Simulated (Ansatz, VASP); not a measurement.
## Two plane-wave programs on KMgF3

Contents of INCAR:

```
SYSTEM = KMgF3
ALGO = Normal
EDIFF = 1E-7
ENCUT = 520
GGA = PS
ISIF = 2
ISMEAR = -1
KPAR = 2
LASPH = .True.
LCHARG = .False.
LREAL = .False.
LWAVE = .False.
NBANDS = 24
NELM = 60
PREC = Accurate
SIGMA = 0.05
```

The input KPOINTS:

```
k-points
0
Gamma
  7 7 7
  0 0 0
```

The input POSCAR:

```
KMgF3
1.0
    4.0640747489      0.0000000000      0.0000000000
    0.0000000000      4.0640747489      0.0000000000
    0.0000000000      0.0000000000      4.0640747489
K Mg F
1 1 3
Direct
    0.5000000000      0.5000000000      0.5000000000
    0.0000000000      0.0000000000      0.0000000000
    0.0000000000      0.0000000000      0.5000000000
    0.0000000000      0.5000000000      0.0000000000
    0.5000000000      0.0000000000      0.0000000000
```

File input.yaml:

```yaml
crystal:
  lattice:
    - [4.0640747489, 0.0, 0.0]
    - [0.0, 4.0640747489, 0.0]
    - [0.0, 0.0, 4.0640747489]
  atoms:
    - { symbol: K, position: [0.5, 0.5, 0.5] }
    - { symbol: Mg, position: [0.0, 0.0, 0.0] }
    - { symbol: F, position: [0.0, 0.0, 0.5] }
    - { symbol: F, position: [0.0, 0.5, 0.0] }
    - { symbol: F, position: [0.5, 0.0, 0.0] }
hamiltonian:
  xc: pbesol
  pseudopotentials: { kind: paw }
kpoints:
  mp_grid: { grid: [7, 7, 7] }
scf:
  occupations: { method: fermi_dirac, width: 0.05 }
output:
  forces: true
  stress: true
  eigenvalues: true
```

Change from the starting cell: volume scaled by 1.06.

Alike in both runs: task single point; functional PBEsol; k mesh 7 × 7 × 7; occupations fermi-dirac, width 0.05 eV; no spin polarisation.

|  | VASP | Ansatz |
| --- | --- | --- |
| version | VASP 6.6.1 | Ansatz 0.2.0 |
| potentials or method | VASP PAW PBE potentials, release 64 (K_sv, Mg, F) | Ansatz PAW |
| plane-wave cutoff (eV) | 520 | 420 |
| valence electrons in the cell | 32 | 40 |

Ansatz gave:

| Quantity | Value |
| --- | --- |
| gap on the k mesh at the Fermi level (eV) | 6.76 |
| least direct gap on the mesh (eV) | 7.05 |
| pressure (GPa) | -3.5 |

Task: Which values does VASP return?

Result: gap on the k mesh at the Fermi level (eV): 6.74; least direct gap on the mesh (eV): 7.03; pressure (GPa): -3.9.

The two sets of potentials don't hold the same shells in valence.

Caveats: the PAW data sets were made with another functional, which shifts forces and pressure a little (VASP); an odd mesh through Γ misses points on the zone boundary, where band edges often lie (VASP); odd divisions of the mesh miss points on the zone boundary, where band edges often lie, so the gap on the mesh can be too wide (Ansatz); the pressure holds a Pulay correction of +0.6 GPa for the finite cutoff (Ansatz); the PAW data sets come from PBE, with cores solved anew for the run's functional, which leaves a small shift of forces and pressure (Ansatz).
